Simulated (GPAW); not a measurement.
Na:

```
Na
1.0
     3.70832    0.00000    0.00000
    -1.23611    3.49624    0.00000
    -1.23611   -1.74812    3.02783
Na
1
Direct
  0.00000 0.00000 0.00000
```

The cell isn't the ideal one: the cell as VASP's run set it.

```yaml
Program: GPAW 26.7.0
Task: relaxation of cell and atoms
Functional: PBEsol
Dispersion: D4
Potentials_or_basis: PAW data sets generated in the run's folder for this functional
Cutoff: 800 eV
Basis: pw
k_mesh: 9 × 9 × 9
Occupations: methfessel-paxton, width 0.1 eV
Spin: no spin polarisation
```

At the start: pressure -0.6 GPa; volume 39.26 Å³/atom.

Q: Where does the relaxation end?

A: Over 3 steps the energy falls by 6.1 meV/atom and the volume is 35.85 Å³/atom (-8.7 %); space group Im-3m (No. 229, to 0.05 Å).

Step by step:
```
step  energy change (eV)  largest force (eV/Å)  pressure (GPa)  volume (Å³)
   1              0.0000                0.0000           -0.58        39.26
   2             -0.0008                0.0000           -0.54        39.02
   3             -0.0061                0.0000            0.05        35.85
```

Final structure:
```yaml
crystal:
  lattice:
    - [3.59779, 0.00000, 0.00000]
    - [-1.19926, 3.39203, 0.00000]
    - [-1.19926, -1.69601, 2.93758]
  atoms:
    - { symbol: Na, position: [0.00000, 0.00000, 0.00000] }
```

Caveat: later steps reuse the first step's grids; this smearing can pin the Fermi level at a band edge; pairwise dispersion overbinds metals, which lowers pressure and volume.
